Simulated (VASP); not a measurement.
Runs of VASP 6.6.1 on AlN. The cell holds a slab with vacuum, 24 atoms: a = 3.113 Å, b = 4.981 Å, c = 30.378 Å, α = 90.00°, β = 90.00°, γ = 90.00°. 

```csv
task,level,potentials or basis,cell,k mesh,mesh quality,gap on the mesh (eV),largest force (eV/Å)
relaxation of the atoms,PBEsol,"VASP PAW PBE potentials, release 64 (Al, N)",atoms relaxed,8 × 6 × 1,not flagged,2.78,0.01
work function,PBEsol,"VASP PAW PBE potentials, release 64 (Al, N)",as given,8 × 6 × 1,not flagged,2.78,0.01
work function,PBEsol,"VASP PAW PBE potentials, release 64 (Al, N)",as given,4 × 4 × 1,coarse,2.78,0.02
work function,LDA,"VASP PAW LDA potentials, release 64 (Al, N)",as given,8 × 6 × 1,not flagged,2.77,0.33
work function,PBE,"VASP PAW PBE potentials, release 64 (Al, N)",as given,8 × 6 × 1,not flagged,2.77,(a)
```

Alike in all rows: no spin polarisation; cutoff (eV) 520; smearing gaussian 0.05 eV.

Task: Estimate the missing entries.

Result: (a) 0.11.

Caveats: some runs use coarse meshes; the PAW data sets were made with another functional, which shifts forces and pressure a little (some runs).

A k mesh can miss the band edges.
